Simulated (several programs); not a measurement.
Many methods on one cell: SnS2 (P-3m1)

Measured values to be reproduced:
- volume: 22.61 Å³ an atom (from the lattice constants; a; 300 K; “Chemical bonding origin of the unexpected isotropic physical properties in thermoelectric Mg3Sb2 and related materials”; literature value quoted from an earlier work; 2018; pmc:6226478)

SnS2 (started from an entry of an open crystallographic database), relaxed with r2SCAN+rVV10 in Ansatz, was computed with several methods. It is trigonal, P-3m1 (No. 164); a = 3.661 Å, c = 5.962 Å in the conventional setting, 23.06 Å³ an atom. Sn is surrounded by 6 S at 2.57 Å; S is surrounded by 3 Sn at 2.57 Å. Spin-unpolarised throughout.

Space group P-3m1 (No. 164). a = 3.661 Å, b = 3.661 Å, c = 5.962 Å, α = 90.00°, β = 90.00°, γ = 120.00°
```csv
atom,site,symmetry,x,y,z
Sn,1a,-3m.,0.0000,0.0000,0.0000
S,2d,3m.,0.3333,0.6667,0.2456
```

Gaps and times are for a single point on this cell; volume and bulk modulus come from each method's own relaxation or energy curve at fixed shape, which is too stiff where a cell has free coordinates or axes. Times are rough, from shared hosts (Arm Neoverse N1; Arm Neoverse V2; NVIDIA H100 80GB HBM3), and each method has its own mesh and cell size. A double dagger marks a value from a curve with shape and coordinates held. A star marks a curve whose lowest point is an end point. PM6 (MOPAC), PM7 (MOPAC), GFN1-xTB (tblite), GFN2-xTB (tblite) treat a cluster of cells at its zone centre, which samples few k points: where these miss a band edge, the gap comes out too large for that reason alone. Gaps from k meshes are read at a limited set of points (mesh, symmetry points, PBE's band edges), so each method's own least gap may be somewhat smaller. xTB and the PM methods were fitted mostly to molecules, and can miss a solid's gap by electronvolts. Minimal bases can be far off for gaps. Times of the plane-wave ladder aren't listed, since it ran on unlike processors and cards. Curves at held shape can't give the bulk modulus of a layered or molecular crystal, so none is listed. GLLB-SC's gap includes the derivative discontinuity. G0W0 is at finite bands, cutoff and mesh. d marks a direct gap, i an indirect one (no mark: not told apart), a dash a value that wasn't computed or didn't pass its checks.

```json
{"method": "PBE-D3(BJ)", "kind": "semilocal", "gap (eV)": "–", "own volume (Å³/atom)": "22.57", "bulk modulus (GPa)": "–", "atoms computed": "3", "processor time": "–"}
{"method": "r2SCAN+rVV10", "kind": "semilocal", "gap (eV)": "–", "own volume (Å³/atom)": "23.06", "bulk modulus (GPa)": "–", "atoms computed": "3", "processor time": "–"}
{"method": "PBE-D4", "kind": "semilocal", "gap (eV)": "–", "own volume (Å³/atom)": "22.57", "bulk modulus (GPa)": "–", "atoms computed": "3", "processor time": "–"}
{"method": "light PBE (260 eV and a coarse mesh)", "kind": "light plane-wave", "gap (eV)": "1.42 i", "own volume (Å³/atom)": "–", "bulk modulus (GPa)": "–", "atoms computed": "3", "processor time": "0.82 s"}
{"method": "GFN1-xTB (tblite)", "kind": "tight binding", "gap (eV)": "1.56", "own volume (Å³/atom)": "20.85*‡", "bulk modulus (GPa)": "–", "atoms computed": "cluster", "processor time": "1.9 s"}
{"method": "PBE", "kind": "semilocal", "gap (eV)": "1.43 i", "own volume (Å³/atom)": "–", "bulk modulus (GPa)": "–", "atoms computed": "3", "processor time": "–"}
{"method": "GFN2-xTB (tblite)", "kind": "tight binding", "gap (eV)": "0.92", "own volume (Å³/atom)": "23.49‡", "bulk modulus (GPa)": "–", "atoms computed": "cluster", "processor time": "5.1 s"}
{"method": "PBE/SZV (CP2K)", "kind": "small basis", "gap (eV)": "1.62 i", "own volume (Å³/atom)": "24.75‡", "bulk modulus (GPa)": "–", "atoms computed": "3", "processor time": "5.5 s"}
{"method": "PM7 (MOPAC)", "kind": "semi-empirical", "gap (eV)": "6.61", "own volume (Å³/atom)": "23.16‡", "bulk modulus (GPa)": "–", "atoms computed": "cluster", "processor time": "5.6 s"}
{"method": "PM6 (MOPAC)", "kind": "semi-empirical", "gap (eV)": "6.11", "own volume (Å³/atom)": "–", "bulk modulus (GPa)": "–", "atoms computed": "cluster", "processor time": "8.5 s"}
{"method": "PBE/single zeta (GPAW)", "kind": "small basis", "gap (eV)": "1.20 d", "own volume (Å³/atom)": "–", "bulk modulus (GPa)": "–", "atoms computed": "3", "processor time": "10 s"}
{"method": "r2SCAN", "kind": "semilocal", "gap (eV)": "1.75 i", "own volume (Å³/atom)": "–", "bulk modulus (GPa)": "–", "atoms computed": "3", "processor time": "–"}
{"method": "PBE/DZVP (CP2K)", "kind": "small basis", "gap (eV)": "1.32 i", "own volume (Å³/atom)": "24.50‡", "bulk modulus (GPa)": "–", "atoms computed": "3", "processor time": "11 s"}
{"method": "LDA", "kind": "semilocal", "gap (eV)": "1.24 i", "own volume (Å³/atom)": "–", "bulk modulus (GPa)": "–", "atoms computed": "3", "processor time": "–"}
{"method": "GLLB-SC (GPAW)", "kind": "model potential", "gap (eV)": "2.66", "own volume (Å³/atom)": "–", "bulk modulus (GPa)": "–", "atoms computed": "3", "processor time": "35 s"}
{"method": "G0W0@PBE0 (180 eV screening cutoff)", "kind": "many-body", "gap (eV)": "2.89", "own volume (Å³/atom)": "–", "bulk modulus (GPa)": "–", "atoms computed": "3", "processor time": "–"}
{"method": "PBE+SOC", "kind": "semilocal", "gap (eV)": "1.43 i", "own volume (Å³/atom)": "–", "bulk modulus (GPa)": "–", "atoms computed": "3", "processor time": "–"}
{"method": "G0W0@r2SCAN (180 eV screening cutoff)", "kind": "many-body", "gap (eV)": "2.49", "own volume (Å³/atom)": "–", "bulk modulus (GPa)": "–", "atoms computed": "3", "processor time": "–"}
{"method": "G0W0@HSE06 (180 eV screening cutoff)", "kind": "many-body", "gap (eV)": "2.70", "own volume (Å³/atom)": "–", "bulk modulus (GPa)": "–", "atoms computed": "3", "processor time": "–"}
{"method": "G0W0@PBE (260 eV screening cutoff)", "kind": "many-body", "gap (eV)": "2.28", "own volume (Å³/atom)": "–", "bulk modulus (GPa)": "–", "atoms computed": "3", "processor time": "–"}
{"method": "G0W0@LDA (140 eV screening cutoff)", "kind": "many-body", "gap (eV)": "2.17", "own volume (Å³/atom)": "–", "bulk modulus (GPa)": "–", "atoms computed": "3", "processor time": "–"}
{"method": "LC-ωPBE", "kind": "hybrid", "gap (eV)": "7.02 i", "own volume (Å³/atom)": "–", "bulk modulus (GPa)": "–", "atoms computed": "3", "processor time": "–"}
{"method": "HSE06", "kind": "hybrid", "gap (eV)": "2.32 i", "own volume (Å³/atom)": "–", "bulk modulus (GPa)": "–", "atoms computed": "3", "processor time": "–"}
{"method": "PBE0", "kind": "hybrid", "gap (eV)": "3.01 i", "own volume (Å³/atom)": "–", "bulk modulus (GPa)": "–", "atoms computed": "3", "processor time": "–"}
{"method": "r2SCAN0", "kind": "hybrid", "gap (eV)": "3.21 i", "own volume (Å³/atom)": "–", "bulk modulus (GPa)": "–", "atoms computed": "3", "processor time": "–"}
{"method": "DDH-PBE0", "kind": "hybrid", "gap (eV)": "2.27 i", "own volume (Å³/atom)": "–", "bulk modulus (GPa)": "–", "atoms computed": "3", "processor time": "–"}
{"method": "HSE06+SOC", "kind": "hybrid", "gap (eV)": "2.32 i", "own volume (Å³/atom)": "–", "bulk modulus (GPa)": "–", "atoms computed": "3", "processor time": "–"}
```

Against HSE06 (2.32 eV) and with closed or daggered gaps left aside, the nearest gap at the points sampled is that of HSE06+SOC (0.00 eV) and the farthest that of LC-ωPBE (+4.70 eV). HSE06 is only a yardstick of convenience, and nearness to it can be luck.

Comparison with experiment:
- Volume, measured 22.61 Å³ an atom: PBE-D3(BJ) -0.2 %, r2SCAN+rVV10 +2.0 %, PBE-D4 -0.2 %.
The calculations are for a static lattice; samples hold vibrations, temperature and, in optical gaps, excitons. A measured value is shown where most reports agree with it, and only for the quantities listed.

Only the rows marked +SOC include spin-orbit coupling.
